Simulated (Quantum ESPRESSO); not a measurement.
Crystal: CuO.

```
CELL_PARAMETERS angstrom
1.99097 -2.15355 0.00000
1.99097 2.15355 0.00000
0.00000 0.00000 5.15593
ATOMIC_POSITIONS crystal
Cu 0.50000 0.00000 0.00000
Cu 0.00000 0.50000 0.50000
O 0.50000 0.50000 0.25000
O 0.50000 0.50000 0.75000
```

Measurements of this composition are mostly on another form, of space group No. 15.

* Program: Quantum ESPRESSO 7.5
* Task: single point
* Functional: PBE
* Potentials or basis: SSSP 1.3 efficiency PBE
* Cutoff: 748 eV
* Density cutoff: 5987 eV
* k mesh: 9 × 9 × 5
* Occupations: fermi-dirac, width 0.05 eV
* Spin: no spin polarisation

On this cell: pressure 1.2 GPa; largest force under 0.003 eV/Å; band gap on the k mesh none (metal or under the smearing width).

The same run follows on a disturbed copy (atoms moved at random, drawn with an rms of 0.05 Å):

```
CELL_PARAMETERS angstrom
1.99097 -2.15355 0.00000
1.99097 2.15355 0.00000
0.00000 0.00000 5.15593
ATOMIC_POSITIONS crystal
Cu 0.50139 0.99208 0.99690
Cu 0.99817 0.48870 0.49358
O 0.49427 0.50718 0.25213
O 0.50850 0.50044 0.74135
```

What does the disturbed cell give?

The energy (extrapolated to zero smearing) moves by +7.6 meV/atom; pressure 1.5 GPa; largest force 0.646 eV/Å; band gap on the k mesh none (metal or under the smearing width).

Forces in eV/Å, atoms in the order of the input:
```
Cu   0.292  0.315 -0.094
Cu   0.195  0.073  0.261
O   -0.183 -0.316 -0.533
O   -0.304 -0.072  0.365
```

Stress tensor (GPa, compression positive):
```
 1.98 -0.95 -0.96
-0.95  0.95  0.41
-0.96  0.41  1.46
```

Caveats: the run has no spin polarisation, though such a crystal can be magnetic; semilocal functionals often make such compounds metallic where correlation or magnetic order opens a gap, which also shifts bond lengths.
